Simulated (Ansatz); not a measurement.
Property card for Ta

Method: DFT PBE, scalar-relativistic, plane waves, PAW (Ansatz 0.2.0).

Cutoff 420 eV; k points 24×24×24 on the computed 1-atom cell (Γ-centred); Gaussian smearing, width 0.10 eV; no spin polarisation.

The structure is relaxed at this level of theory with its symmetry kept, and needn't be the ground state of this composition.

```cif
data_structure
_symmetry_space_group_name_H-M 'Im-3m'
_symmetry_Int_Tables_number 229
_cell_length_a 3.3190
_cell_length_b 3.3190
_cell_length_c 3.3190
_cell_angle_alpha 90.000
_cell_angle_beta 90.000
_cell_angle_gamma 90.000
_cell_volume 36.56
loop_
_atom_site_label
_atom_site_type_symbol
_atom_site_symmetry_multiplicity
_atom_site_Wyckoff_symbol
_atom_site_fract_x
_atom_site_fract_y
_atom_site_fract_z
_atom_site_occupancy
Ta1 Ta 2 a 0.00000 0.00000 0.00000 1
```

**Question.** Energy over the standard state (uncorrected)?

**Answer.** 0.000 eV/atom.

**Question.** Kohn–Sham band gap?

**Answer.** none (metal).

**Question.** Density of states at the Fermi level?

**Answer.** 1.3 states/eV per cell.

**Question.** Orbital (Löwdin) character within 0.5 eV of the Fermi level?

**Answer.** Ta 5d 85 %, Ta 6s 8 %, unprojected 6 %.

**Question.** Bader charge by site (e)?

**Answer.** Ta (1 in the cell) 0.00.

Spin-orbit coupling is left out, which matters for the bands of heavy elements.

The cell was relaxed from a distorted copy of a database structure. Löwdin shares on free-atom orbitals overweight diffuse shells.
